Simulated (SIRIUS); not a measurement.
Here is a SIRIUS 7.12.0 calculation.

File sirius.json:

```json
{
  "control": {
    "processing_unit": "cpu",
    "std_evp_solver_name": "lapack",
    "gen_evp_solver_name": "lapack",
    "verbosity": 2,
    "print_forces": true,
    "ortho_rf": true,
    "use_second_variation": true,
    "rmt_max": 3.0,
    "num_bands_to_print": 23,
    "save_wf": true
  },
  "parameters": {
    "electronic_structure_method": "full_potential_lapwlo",
    "xc_functionals": ["XC_LDA_X", "XC_LDA_C_PW"],
    "core_relativity": "dirac",
    "valence_relativity": "iora",
    "num_fv_states": 23,
    "smearing": "fermi_dirac",
    "smearing_width": 0.0018374661,
    "pw_cutoff": 20,
    "gk_cutoff": 3.5,
    "lmax_apw": 10,
    "lmax_rho": 8,
    "lmax_pot": 8,
    "num_mag_dims": 0,
    "auto_rmt": 0,
    "ngridk": [8, 8, 8],
    "shiftk": [0, 0, 0],
    "num_dft_iter": 80,
    "energy_tol": 1e-07,
    "density_tol": 1e-05,
    "use_symmetry": true
  },
  "settings": {"tol_ne": 1e-10},
  "iterative_solver": {"type": "exact"},
  "mixer": {"type": "anderson", "beta": 0.5, "max_history": 8},
  "unit_cell": {
    "lattice_vectors": [[0.0, 5.1504485527, 5.1504485527], [5.1504485527, 0.0, 5.1504485527], [5.1504485527, 5.1504485527, 0.0]],
    "atom_types": ["Mg", "Se"],
    "atom_files": {"Mg": "Mg.json", "Se": "Se.json"},
    "atoms": {"Mg": [[0.0, 0.0, 0.0]], "Se": [[0.5, 0.5, 0.5]]}
  }
}
```

Contents of Mg.json:

```json
{
  "name": "magnesium",
  "symbol": "Mg",
  "number": 12,
  "mass": 24.305,
  "rmin": 1e-06,
  "rmt": 2.29,
  "nrmt": 800,
  "rinf": 17.32,
  "core": "1s",
  "valence": [
    {"basis": [{"enu": -0.04, "dme": 0, "n": 0, "auto": 0}, {"enu": -0.04, "dme": 1, "n": 0, "auto": 0}]},
    {"l": 0, "n": 1, "basis": [{"enu": 0.06, "dme": 0, "n": 0, "auto": 0}]},
    {"l": 1, "n": 2, "basis": [{"enu": 0.06, "dme": 0, "n": 0, "auto": 0}]},
    {"l": 2, "n": 3, "basis": [{"enu": 0.06, "dme": 0, "n": 0, "auto": 0}]},
    {"l": 3, "n": 4, "basis": [{"enu": 0.06, "dme": 0, "n": 0, "auto": 0}]}
  ],
  "lo": [
    {"l": 0, "basis": [{"enu": 0.06, "dme": 0, "n": 0, "auto": 0}, {"enu": 0.06, "dme": 1, "n": 0, "auto": 0}]},
    {
      "l": 0,
      "basis": [{"enu": -2.6761, "dme": 0, "n": 2, "auto": 1}, {"enu": -2.6761, "dme": 1, "n": 2, "auto": 1}]
    },
    {
      "l": 0,
      "basis": [{"enu": -2.6761, "dme": 1, "n": 2, "auto": 1}, {"enu": 0.06, "dme": 0, "n": 0, "auto": 0}]
    },
    {"l": 0, "basis": [{"enu": 0.06, "dme": 0, "n": 0, "auto": 0}, {"enu": 3.111, "dme": 0, "n": 0, "auto": 0}]},
    {"l": 1, "basis": [{"enu": 0.06, "dme": 0, "n": 0, "auto": 0}, {"enu": 0.06, "dme": 1, "n": 0, "auto": 0}]},
    {
      "l": 1,
      "basis": [{"enu": -1.4816, "dme": 0, "n": 2, "auto": 1}, {"enu": -1.4816, "dme": 1, "n": 2, "auto": 1}]
    },
    {
      "l": 1,
      "basis": [{"enu": -1.4816, "dme": 1, "n": 2, "auto": 1}, {"enu": 0.06, "dme": 0, "n": 0, "auto": 0}]
    },
    {"l": 1, "basis": [{"enu": 0.06, "dme": 0, "n": 0, "auto": 0}, {"enu": 3.5687, "dme": 0, "n": 0, "auto": 0}]},
    {"l": 2, "basis": [{"enu": 0.06, "dme": 0, "n": 0, "auto": 0}, {"enu": 0.06, "dme": 1, "n": 0, "auto": 0}]},
    {"l": 2, "basis": [{"enu": 0.06, "dme": 1, "n": 0, "auto": 0}, {"enu": 0.06, "dme": 2, "n": 0, "auto": 0}]},
    {"l": 2, "basis": [{"enu": 0.06, "dme": 0, "n": 0, "auto": 0}, {"enu": 3.0348, "dme": 0, "n": 0, "auto": 0}]},
    {"l": 3, "basis": [{"enu": 0.06, "dme": 0, "n": 0, "auto": 0}, {"enu": 0.06, "dme": 1, "n": 0, "auto": 0}]}
  ],
  "free_atom": [... radial grid and density of the free atom, the start of the SCF ...]
}
```

Contents of Se.json:

```json
{
  "name": "selenium",
  "symbol": "Se",
  "number": 34,
  "mass": 78.96,
  "rmin": 1e-06,
  "rmt": 2.4,
  "nrmt": 800,
  "rinf": 13.6,
  "core": "1s2s2p3s",
  "valence": [
    {"basis": [{"enu": -0.04, "dme": 0, "n": 0, "auto": 0}, {"enu": -0.04, "dme": 1, "n": 0, "auto": 0}]},
    {"l": 0, "n": 1, "basis": [{"enu": -0.0883, "dme": 0, "n": 0, "auto": 0}]},
    {"l": 1, "n": 2, "basis": [{"enu": 0.06, "dme": 0, "n": 0, "auto": 0}]},
    {"l": 2, "n": 3, "basis": [{"enu": 0.06, "dme": 0, "n": 0, "auto": 0}]},
    {"l": 3, "n": 4, "basis": [{"enu": 0.06, "dme": 0, "n": 0, "auto": 0}]}
  ],
  "lo": [
    {
      "l": 0,
      "basis": [{"enu": -0.0883, "dme": 0, "n": 0, "auto": 0}, {"enu": -0.0883, "dme": 1, "n": 0, "auto": 0}]
    },
    {
      "l": 0,
      "basis": [{"enu": -0.0883, "dme": 1, "n": 0, "auto": 0}, {"enu": -0.0883, "dme": 2, "n": 0, "auto": 0}]
    },
    {
      "l": 0,
      "basis": [{"enu": -0.0883, "dme": 0, "n": 0, "auto": 0}, {"enu": 1.995, "dme": 0, "n": 0, "auto": 0}]
    },
    {"l": 1, "basis": [{"enu": 0.06, "dme": 0, "n": 0, "auto": 0}, {"enu": 0.06, "dme": 1, "n": 0, "auto": 0}]},
    {
      "l": 1,
      "basis": [{"enu": -5.3006, "dme": 0, "n": 3, "auto": 1}, {"enu": -5.3006, "dme": 1, "n": 3, "auto": 1}]
    },
    {
      "l": 1,
      "basis": [{"enu": -5.3006, "dme": 1, "n": 3, "auto": 1}, {"enu": 0.06, "dme": 0, "n": 0, "auto": 0}]
    },
    {"l": 1, "basis": [{"enu": 0.06, "dme": 0, "n": 0, "auto": 0}, {"enu": 3.2544, "dme": 0, "n": 0, "auto": 0}]},
    {"l": 2, "basis": [{"enu": 0.06, "dme": 0, "n": 0, "auto": 0}, {"enu": 0.06, "dme": 1, "n": 0, "auto": 0}]},
    {
      "l": 2,
      "basis": [{"enu": -1.6595, "dme": 0, "n": 3, "auto": 1}, {"enu": -1.6595, "dme": 1, "n": 3, "auto": 1}]
    },
    {
      "l": 2,
      "basis": [{"enu": -1.6595, "dme": 1, "n": 3, "auto": 1}, {"enu": 0.06, "dme": 0, "n": 0, "auto": 0}]
    },
    {"l": 2, "basis": [{"enu": 0.06, "dme": 0, "n": 0, "auto": 0}, {"enu": 3.6711, "dme": 0, "n": 0, "auto": 0}]},
    {"l": 3, "basis": [{"enu": 0.06, "dme": 0, "n": 0, "auto": 0}, {"enu": 0.06, "dme": 1, "n": 0, "auto": 0}]},
    {"l": 3, "basis": [{"enu": 0.06, "dme": 0, "n": 0, "auto": 0}, {"enu": 3.0808, "dme": 0, "n": 0, "auto": 0}]}
  ],
  "free_atom": [... radial grid and density of the free atom, the start of the SCF ...]
}
```

The input sirius_start.json:

```json
{
  "control": {
    "processing_unit": "cpu",
    "std_evp_solver_name": "lapack",
    "gen_evp_solver_name": "lapack",
    "verbosity": 1,
    "print_forces": false,
    "ortho_rf": true,
    "use_second_variation": true,
    "rmt_max": 3.0,
    "num_bands_to_print": 23,
    "save_wf": false
  },
  "parameters": {
    "electronic_structure_method": "full_potential_lapwlo",
    "xc_functionals": ["XC_LDA_X", "XC_LDA_C_PW"],
    "core_relativity": "dirac",
    "valence_relativity": "iora",
    "num_fv_states": 23,
    "smearing": "fermi_dirac",
    "smearing_width": 0.0055123983,
    "pw_cutoff": 20,
    "gk_cutoff": 2.8,
    "lmax_apw": 10,
    "lmax_rho": 8,
    "lmax_pot": 8,
    "num_mag_dims": 0,
    "auto_rmt": 0,
    "ngridk": [3, 3, 3],
    "shiftk": [0, 0, 0],
    "num_dft_iter": 30,
    "energy_tol": 0.01,
    "density_tol": 0.05,
    "use_symmetry": true
  },
  "settings": {"tol_ne": 1e-10},
  "iterative_solver": {"type": "exact"},
  "mixer": {"type": "anderson", "beta": 0.5, "max_history": 8},
  "unit_cell": {
    "lattice_vectors": [[0.0, 5.1504485527, 5.1504485527], [5.1504485527, 0.0, 5.1504485527], [5.1504485527, 5.1504485527, 0.0]],
    "atom_types": ["Mg", "Se"],
    "atom_files": {"Mg": "Mg.json", "Se": "Se.json"},
    "atoms": {"Mg": [[0.0, 0.0, 0.0]], "Se": [[0.5, 0.5, 0.5]]}
  }
}
```

File sirius_bands.json:

```json
{
  "control": {
    "processing_unit": "cpu",
    "std_evp_solver_name": "lapack",
    "gen_evp_solver_name": "lapack",
    "verbosity": 2,
    "print_forces": true,
    "ortho_rf": true,
    "use_second_variation": true,
    "rmt_max": 3.0,
    "num_bands_to_print": 23,
    "save_wf": true
  },
  "parameters": {
    "electronic_structure_method": "full_potential_lapwlo",
    "xc_functionals": ["XC_LDA_X", "XC_LDA_C_PW"],
    "core_relativity": "dirac",
    "valence_relativity": "iora",
    "num_fv_states": 23,
    "smearing": "fermi_dirac",
    "smearing_width": 0.0018374661,
    "pw_cutoff": 20,
    "gk_cutoff": 3.5,
    "lmax_apw": 10,
    "lmax_rho": 8,
    "lmax_pot": 8,
    "num_mag_dims": 0,
    "auto_rmt": 0,
    "ngridk": [8, 8, 8],
    "shiftk": [0, 0, 0],
    "num_dft_iter": 80,
    "energy_tol": 1e-07,
    "density_tol": 1e-05,
    "use_symmetry": true
  },
  "settings": {"tol_ne": 1e-10},
  "iterative_solver": {"type": "exact"},
  "mixer": {"type": "anderson", "beta": 0.5, "max_history": 8},
  "unit_cell": {
    "lattice_vectors": [[0.0, 5.1504485527, 5.1504485527], [5.1504485527, 0.0, 5.1504485527], [5.1504485527, 5.1504485527, 0.0]],
    "atom_types": ["Mg", "Se"],
    "atom_files": {"Mg": "Mg.json", "Se": "Se.json"},
    "atoms": {"Mg": [[0.0, 0.0, 0.0]], "Se": [[0.5, 0.5, 0.5]]}
  },
  "kpoints_rel": {
    "G": [0.0, 0.0, 0.0],
    "K": [0.375, 0.375, 0.75],
    "L": [0.5, 0.5, 0.5],
    "U": [0.625, 0.25, 0.625],
    "W": [0.5, 0.25, 0.75],
    "X": [0.5, 0.0, 0.5]
  },
  "kpoints_path": ["G", "X", "W", "K", "G", "L", "U", "W", "L", "K"]
}
```

Potentials or basis: all-electron FP-LAPW, apw+lo standard.

Run with:

```sh
$ OMP_NUM_THREADS=1 sirius.scf --input=sirius_start.json --output=start.json
$ OMP_NUM_THREADS=1 sirius.scf --input=sirius.json --output=output.json --task=1
$ OMP_NUM_THREADS=1 sirius.scf --input=sirius_bands.json --output=bands_out.json --task=2
```

What does it give for the band gap along the path?

1.66 eV, indirect (least direct gap 2.38 eV).

Predict the band gap on the k mesh.

1.66 eV, indirect (least direct gap 2.38 eV).

Levels at the corners of the path, in eV from the valence-band top:
```
point  band 14  band 15  band 16  band 17  band 18  band 19
    Γ     0.00     0.00     0.00     2.38     7.39     7.39
    X    -4.27    -1.79    -1.79     1.66     3.91    11.58
    W    -3.33    -3.33    -2.58     4.43     6.86     7.52
    K    -3.79    -3.36    -1.44     2.92     6.22     8.85
    Γ     0.00     0.00     0.00     2.38     7.39     7.39
    L    -4.98    -0.58    -0.58     3.71     6.02     6.02
    U    -3.79    -3.36    -1.44     2.92     6.22     8.85
    W    -3.33    -3.33    -2.58     4.43     6.86     7.52
    L    -4.98    -0.58    -0.58     3.71     6.02     6.02
    K    -3.79    -3.36    -1.44     2.92     6.22     8.85
```
